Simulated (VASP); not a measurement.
# Si2N (P6/mmm) in VASP: a series of runs, part 2 of 2

VASP 6.6.1.

## Step 4: Single point, PBE

Contents of INCAR:

```
  ALGO = Fast
  EDIFF = 1E-6
  ENCUT = 520
  GGA = PE
  ISIF = 2
  ISMEAR = -5
  LASPH = True
  LCHARG = True
  LELF = True
  LREAL = False
  LVHAR = True
  LWAVE = False
  NBANDS = 14
  NELM = 100
  PREC = Accurate
  SIGMA = 0.1
```

Contents of KPOINTS:

```
k-points
0
Gamma
  6 6 5
```

Contents of POSCAR:

```
Si2N
1.0
    3.3986730000      0.0000000000      0.0000000000
   -1.6993370000      2.9433380000      0.0000000000
    0.0000000000      0.0000000000      3.5885750000
Si N
2 1
Direct
    0.3333000000      0.6667000000      0.5000000000
    0.6666000000      0.3333000000      0.5000000000
    0.0000000000      0.0000000000      0.0000000000
```

Potentials or basis: VASP PAW PBE potentials, release 64 (Si, N).

Started as:

```console
$ cat potpaw_PBE.64/Si/POTCAR potpaw_PBE.64/N/POTCAR > POTCAR
$ mpirun -np 1 vasp_std > vasp.out
```

OUTCAR:

```text
EDIFF = 1E-6
   ENCUT = 520
   GGA = PE
   ISIF = 2
   ISMEAR = -5
   LASPH = True
   LREAL = False
   NELM = 100
   PREC = Accurate

 ion  position               nearest neighbor table
   1  0.333  0.667  0.500-   2 1.96   2 1.96   2 1.96
   2  0.667  0.333  0.500-   1 1.96   1 1.96   1 1.96
   3  0.000  0.000  0.000-

  LATTYP: Found a hexagonal cell.
 ALAT       =     3.3986730000
 C/A-ratio  =     1.0558753372

  Lattice vectors:

 A1 = (   3.3986730000,   0.0000000000,   0.0000000000)
 A2 = (  -1.6993370000,   2.9433380000,   0.0000000000)
 A3 = (   0.0000000000,   0.0000000000,   3.5885750000)

Analysis of symmetry for initial positions (statically):
=====================================================================
 Subroutine PRICEL returns:
 Original cell was already a primitive cell.

 Routine SETGRP: Setting up the symmetry group for a
 hexagonal supercell.

 Subroutine GETGRP returns: Found  4 space group operations
 (whereof  4 operations were pure point group operations)
 out of a pool of 24 trial point group operations.

The static configuration has the point symmetry C_2v.

Analysis of symmetry for dynamics (positions and initial velocities):
=====================================================================
 Subroutine PRICEL returns:
 Original cell was already a primitive cell.

 Routine SETGRP: Setting up the symmetry group for a
 hexagonal supercell.

 Subroutine GETGRP returns: Found  4 space group operations
 (whereof  4 operations were pure point group operations)
 out of a pool of 24 trial point group operations.

The dynamic configuration has the point symmetry C_2v.

 Subroutine INISYM returns: Found  4 space group operations
 (whereof  4 operations are pure point group operations),
 and found     1 'primitive' translations

----------------------------------------------------------------------------------------

                                     Primitive cell

  volume of cell :      35.8981

  direct lattice vectors                    reciprocal lattice vectors
     3.398673000  0.000000000  0.000000000     0.294232484  0.169875205  0.000000000
    -1.699337000  2.943338000  0.000000000     0.000000000  0.339750311  0.000000000
     0.000000000  0.000000000  3.588575000     0.000000000  0.000000000  0.278662143

  length of vectors
     3.398673000  3.398673980  3.588575000     0.339750409  0.339750311  0.278662143

  position of ions in fractional coordinates (direct lattice)
     0.333300000  0.666700000  0.500000000
     0.666600000  0.333300000  0.500000000
     0.000000000  0.000000000  0.000000000

  ion indices of the primitive-cell ions
   primitive index   ion index
                 1           1
                 2           2
                 3           3

----------------------------------------------------------------------------------------

 KPOINTS: k-points

Automatic generation of k-mesh.
 Grid dimensions read from file:
[... 26 lines left out ...]
  0.000000  0.166667  0.000000      2.000000
  0.333333 -0.000000  0.000000      4.000000
  0.000000  0.333333  0.000000      2.000000
  0.500000  0.000000  0.000000      2.000000
[... 16 lines left out ...]
  0.333333  0.166667  0.200000      8.000000
 -0.166667  0.500000  0.200000      8.000000
 [... further k-points ...]
   k-points           NKPTS =     39   k-points in BZ     NKDIM =     39   number of bands    NBANDS=     14
   number of dos      NEDOS =    301   number of ions     NIONS =      3
   total plane-waves  NPLWV =  21952
   dimension x,y,z NGX =    28 NGY =   28 NGZ =   28
   dimension x,y,z NGXF=    56 NGYF=   56 NGZF=   56
   ions per type =               2   1
   NGX,Y,Z   is equivalent  to a cutoff of  13.70, 13.70, 12.97 a.u.
   NGXF,Y,Z  is equivalent  to a cutoff of  27.39, 27.39, 25.94 a.u.
 SYSTEM =  unknown system
   PREC   = accura    normal or accurate (medium, high low for compatibility)
   ISTART =      0    job   : 0-new  1-cont  2-samecut
   ICHARG =      2    charge: 1-file 2-atom 10-const
   ISPIN  =      1    spin polarized calculation?
   LNONCOLLINEAR =      F non collinear calculations
   LSORBIT =      F    spin-orbit coupling
   LASPH  =      T    aspherical Exc in radial PAW
   ENCUT  =  520.0 eV  38.22 Ry    6.18 a.u.   6.32  6.32  6.67*2*pi/ulx,y,z
   NELM   =    100;   NELMIN=  2; NELMDL= -5     # of ELM steps
   EDIFF  = 0.1E-05   stopping-criterion for ELM
   LREAL  =      F    real-space projection
   EDIFFG = 0.1E-04   stopping-criterion for IOM
   NSW    =      0    number of steps for IOM
   IBRION =     -1    ionic relax: 0-MD 1-quasi-New 2-CG
   NFREE  =      0    steps in history (QN), initial steepest desc. (CG)
   ISIF   =      2    stress and relaxation
   ISYM   =      2    0-nonsym 1-usesym 2-fastsym
   POTIM  = 0.5000    time-step for ionic-motion
   TEBEG  =    0.0;   TEEND  =   0.0 temperature during run
   PSTRESS=    0.0 pullay stress
   NELECT =      13.0000    total number of electrons
   NUPDOWN=      -1.0000    fix difference up-down
   EMIN   =  10.00;   EMAX   =-10.00  energy-range for DOS
   EFERMI =   0.00;   METHOD = LEGACY
   ISMEAR =    -5;   SIGMA  =   0.10  broadening in eV -4-tet -1-fermi 0-gaus
   EFERMI_NEDOS =   21; number of points for ismear=-14 and -15
   IALGO  =     68    algorithm
   IMIX   =      4    mixing-type and parameters
     AMIX     =   0.40;   BMIX     =  1.00
     AMIX_MAG =   1.60;   BMIX_MAG =  1.00
  volume/ion in A,a.u.               =      11.97        80.75
  Fermi-wavevector in a.u.,A,eV,Ry     =   1.166896  2.205113 18.526318  1.361646
  Thomas-Fermi vector in A             =   2.303403
   LORBIT       =      0    0 simple, 1 ext, 2 COOP (PROOUT), +10 PAW based schemes
   GGA     = PE    functional components
   LHFCALC =     F    Hartree Fock is set to
   AEXX    =    0.0000 exact exchange contribution
   IVDW    =     0    specifies the selected vdW correction
   LEPSILON=     F    determine dielectric tensor
   LRPA    =     F    only Hartree local field effects (RPA)
 non-spin polarized calculation
 RMM-DIIS sequential band-by-band and
 Fermi weights with tetrahedron method with Bloechl corrections
  energy-cutoff  :      520.00
  volume of cell :       35.90
 maximum number of plane-waves:       985
 NGX is ok and might be reduce to    28
   NGX = 13   NGY = 13   NGZ = 13

 number of electron      13.0000000 magnetization

 Free energy of the ion-electron system (eV)
  ---------------------------------------------------
  ext. energy  EPLUGINS =         0.00000000
  ---------------------------------------------------
  free energy    TOTEN  =       -11.97213524 eV

  energy without entropy =      -11.97213524  energy(sigma->0) =      -11.97213524

 E-fermi :   8.1508     XC(G=0): -11.1969

 val. band max:        8.1415075407   @ k =   0.1667   0.1667   0.0000
 cond. band min:       8.2134009977   @ k =   0.1667   0.0000   0.2000
 fundamental gap:      0.0718934570
 Fermi energy:         8.1508375278

 k-point     1 :       0.0000    0.0000    0.0000
  band No.  band energies     occupation
      1      -7.5155      2.00000
      2      -0.8708      2.00000
      3       3.6830      2.00000
      4       6.6949      2.00000
      5       6.6954      2.00000
      6       6.9342      2.00000
      7       6.9410      2.75263
      8      11.9429      0.00000
      9      12.5256      0.00000
     10      13.3301      0.00000
     11      13.8094      0.00000
     12      13.8129      0.00000
     13      19.4589      0.00000
     14      19.4635      0.00000
[... 377 lines left out ...]
      1      -5.1710      2.00000
      2      -1.8119      2.00000
      3       0.7351      2.00000
      4       3.0792      2.00000
      5       5.6197      2.00000
      6       7.2942      2.00000
      7       7.5373      1.86580
      8      11.1754      0.00000
      9      11.7296      0.00000
     10      12.9682      0.00000
     11      16.3676      0.00000
     12      17.5387      0.00000
     13      18.6058      0.00000
     14      20.3228      0.00000

 [... further k-points ...]
[... 5 lines left out ...]
  --------------------------------------------------------------------------------------
  -------------------------------------------------------------------------------------
  Total       20.3634142     20.3546981     -3.5202371     -0.0000035      0.0000000      0.0000000
  in kB      908.8446012    908.4555920   -157.1125753     -0.0001543      0.0000000      0.0000000
  external PRESSURE =     553.3958727 kB  Pullay stress =       0.0000000 kB

 VOLUME and BASIS-vectors are now :
 -----------------------------------------------------------------------------
  energy-cutoff  :      520.00
  volume of cell :       35.90
      direct lattice vectors                 reciprocal lattice vectors
     3.398673000  0.000000000  0.000000000     0.294232484  0.169875205  0.000000000
    -1.699337000  2.943338000  0.000000000     0.000000000  0.339750311  0.000000000
     0.000000000  0.000000000  3.588575000     0.000000000  0.000000000  0.278662143

 POSITION                                       TOTAL-FORCE (eV/Angst)
 -----------------------------------------------------------------------------------
     -0.00017      1.96232      1.79429         0.000031     -0.055197      0.000000
      1.69917      0.98101      1.79429         0.000031      0.055197      0.000000
      0.00000      0.00000      0.00000        -0.000062      0.000000      0.000000
 -----------------------------------------------------------------------------------
    total drift:                               -0.000000     -0.000000     -0.000000

  FREE ENERGIE OF THE ION-ELECTRON SYSTEM (eV)
  ---------------------------------------------------
  free  energy   TOTEN  =       -11.9721352396 eV

  energy  without entropy=      -11.9721352396  energy(sigma->0) =      -11.97213524
```

OSZICAR:

```text
N       E                     dE             d eps       ncg     rms          rms(c)
DAV:   1     0.249682824148E+02    0.24968E+02   -0.53682E+03  1092   0.784E+02
DAV:   2    -0.110981544857E+02   -0.36066E+02   -0.32817E+02  1492   0.134E+02
DAV:   3    -0.125426862841E+02   -0.14445E+01   -0.14278E+01  1326   0.246E+01
DAV:   4    -0.125514985527E+02   -0.88123E-02   -0.88049E-02  1230   0.219E+00
DAV:   5    -0.125515726379E+02   -0.74085E-04   -0.74345E-04  1338   0.199E-01    0.804E+00
RMM:   6    -0.121312572270E+02    0.42032E+00   -0.33854E-01  1094   0.312E+00    0.483E+00
RMM:   7    -0.119989002414E+02    0.13236E+00   -0.12320E-01  1110   0.204E+00    0.227E+00
RMM:   8    -0.119734652470E+02    0.25435E-01   -0.67990E-02  1159   0.157E+00    0.396E-01
RMM:   9    -0.119725828790E+02    0.88237E-03   -0.69877E-03  1132   0.664E-01    0.140E-01
RMM:  10    -0.119722159103E+02    0.36697E-03   -0.74645E-04  1224   0.207E-01    0.956E-02
RMM:  11    -0.119721032310E+02    0.11268E-03   -0.13801E-04  1212   0.921E-02    0.628E-02
RMM:  12    -0.119720877906E+02    0.15440E-04   -0.37365E-05  1201   0.453E-02    0.196E-02
RMM:  13    -0.119721289227E+02   -0.41132E-04   -0.88065E-06  1218   0.196E-02    0.202E-02
RMM:  14    -0.119721395999E+02   -0.10677E-04   -0.16436E-06   894   0.912E-03    0.800E-03
RMM:  15    -0.119721356336E+02    0.39662E-05   -0.42557E-07   681   0.424E-03    0.454E-02
RMM:  16    -0.119721352396E+02    0.39400E-06   -0.18024E-07   629   0.530E-03
   1 F= -.11972135E+02 E0= -.11972135E+02  d E =0.000000E+00
```

stdout:

```text
POSCAR found type information on POSCAR SiN
 POSCAR found :  2 types and       3 ions
 scaLAPACK will be used
 LDA part: xc-table for (Slater+PW92), standard interpolation
 POSCAR, INCAR and KPOINTS ok, starting setup
 FFT: planning ... GRIDC
 FFT: planning ... GRID_SOFT
 FFT: planning ... GRID
 WAVECAR not read
 entering main loop
 -----------------------------------------------------------------------------
|                                                                             |
|           W    W    AA    RRRRR   N    N  II  N    N   GGGG   !!!           |
|           W    W   A  A   R    R  NN   N  II  NN   N  G    G  !!!           |
|           W    W  A    A  R    R  N N  N  II  N N  N  G       !!!           |
|           W WW W  AAAAAA  RRRRR   N  N N  II  N  N N  G  GGG   !            |
|           WW  WW  A    A  R   R   N   NN  II  N   NN  G    G                |
|           W    W  A    A  R    R  N    N  II  N    N   GGGG   !!!           |
|                                                                             |
|     Tetrahedron method does not include variations of the Fermi             |
|     occupations, so forces and stress will be inaccurate. We suggest        |
|     using a different smearing scheme ISMEAR = 1 or 2 for metals in         |
|     relaxations.                                                            |
|                                                                             |
 -----------------------------------------------------------------------------
```

Wall time 32 s (1 thread of Intel Xeon Platinum 8488C (Sapphire Rapids), shared host); peak memory 0.15 GiB.

Results:

* Free energy: -11.9721 eV
* Pressure: 55.3 GPa
* Largest force: 0.055 eV/Å
* Band gap on the k mesh: none (metal or under the smearing width)

Forces in eV/Å, atoms in the order of the input:
```
Si   0.000 -0.055  0.000
Si   0.000  0.055  0.000
N    0.000  0.000  0.000
```

Levels at points of the mesh, in eV from the Fermi level:
```tsv
k point	band 2	band 3	band 4	band 5	band 6	band 7	band 8	band 9	band 10	band 11
(0.00, 0.00, 0.00)	-9.02	-4.47	-1.46	-1.46	-1.22	-1.21	3.79	4.37	5.18	5.66
(0.50, 0.00, 0.00)	-10.63	-6.51	-4.28	-2.21	-0.52	0.62	1.26	1.75	5.21	8.75
(0.00, 0.50, 0.00)	-10.63	-6.52	-4.28	-2.21	-0.52	0.62	1.26	1.75	5.20	8.75
```

Caveat: a pressure of tens of GPa on the cell as given is suspect, and the run, the potentials or the cell itself is likely at fault; tetrahedron occupations give inexact forces and stress in metals.
